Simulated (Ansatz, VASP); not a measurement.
## Two plane-wave programs on MgI2

```xyz
3
Lattice="2.0787 1.2001 6.8923 -2.0787 1.2001 6.8923 0.0000 -2.4003 6.8923" Properties=species:S:1:pos:R:3 pbc="T T T"
Mg    0.0000    0.0000    0.0000
I     0.0000    0.0000    5.2248
I     0.0000    0.0000   15.4522
```

Alike in both runs: task single point; functional PBE; k mesh 6 × 6 × 6; occupations gaussian, width 0.001 eV; no spin polarisation.

```csv
,VASP,Ansatz
version,VASP 6.6.1,Ansatz 0.2.0
potentials or method,"VASP PAW PBE potentials, release 64 (Mg, I)",plane waves
plane-wave cutoff (eV),520,420
valence electrons in the cell,16,44
```

VASP gave:

```
gap on the k mesh at the Fermi level (eV)       : 3.25
pressure (GPa)                                  : 1.1
largest component of the traceless stress (GPa) : 0.15
rms of the force components (eV/Å)              : 0.000
```

Task: What did Ansatz give for the same quantities?

Result: gap on the k mesh at the Fermi level (eV): 3.27; pressure (GPa): 1.1; largest component of the traceless stress (GPa): 0.14; rms of the force components (eV/Å): 0.005.

Atom by atom the forces differ by 0.005 eV/Å (rms over components). The functional is the same, so the differences come from potentials, cutoffs and numerics. The two sets of potentials don't hold the same shells in valence.

Caveats: spin-orbit coupling is left out, which moves the levels of the heavy elements. As with any semilocal functional, this PBE gap is likely too small. A k mesh can miss the band edges.
